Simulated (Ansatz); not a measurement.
**BAs in Ansatz: the effect of functional**

BAs:

```xyz
2
Lattice="0.0000 2.3885 2.3885 2.3885 0.0000 2.3885 2.3885 2.3885 0.0000" Properties=species:S:1:pos:R:3 pbc="T T T"
As    3.5827    3.5827    3.5827
B     0.0000    0.0000    0.0000
```

Alike in all runs:

- Program: Ansatz 0.2.0
- Task: single point
- Potentials or basis: all-electron PAW datasets made for the crystal
- k mesh: 6 × 6 × 6
- Occupations: fermi-dirac, width 0.05 eV
- Spin: no spin polarisation

Problem. One run gave: gap on the mesh 2.61 eV. Which functional did it use?
A. PBE
B. PBE0
C. HSE06

Solution. B.

```csv
functional,cutoff,gap on the mesh (eV)
PBE,260 eV,1.28
HSE06,380 eV,1.94
PBE0,380 eV,2.61
```

A k mesh can miss the band edges.

Not every run made on this cell is shown here.
